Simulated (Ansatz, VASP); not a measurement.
# Two plane-wave programs on Ag

```
Ag
1.0
     0.00000    2.04310    2.04310
     2.04310    0.00000    2.04310
     2.04310    2.04310    0.00000
Ag
1
Cartesian
  0.0000 0.0000 0.0000
```

Alike in both runs: task single point; functional PBEsol; k mesh 20 × 20 × 20; occupations gaussian, width 0.15 eV; no spin polarisation.

|  | VASP | Ansatz |
| --- | --- | --- |
| version | VASP 6.6.1 | Ansatz 0.2.0 |
| potentials or method | VASP PAW PBE potentials, release 64 (Ag) | scalar-relativistic, plane waves, PAW |
| plane-wave cutoff (eV) | 520 | 420 |
| valence electrons in the cell | 11 | 19 |

|  | VASP | Ansatz | Ansatz less VASP |
| --- | --- | --- | --- |
| gap on the k mesh at the Fermi level (eV) | none | none | - |
| pressure (GPa) | -2.8 | -2.6 | +0.20 |

A gap of «none» marks a metal or a gap that the smearing closes. The two sets of potentials don't hold the same shells in valence.

Caveats: the PAW data sets were made with another functional, which shifts forces and pressure a little (VASP).
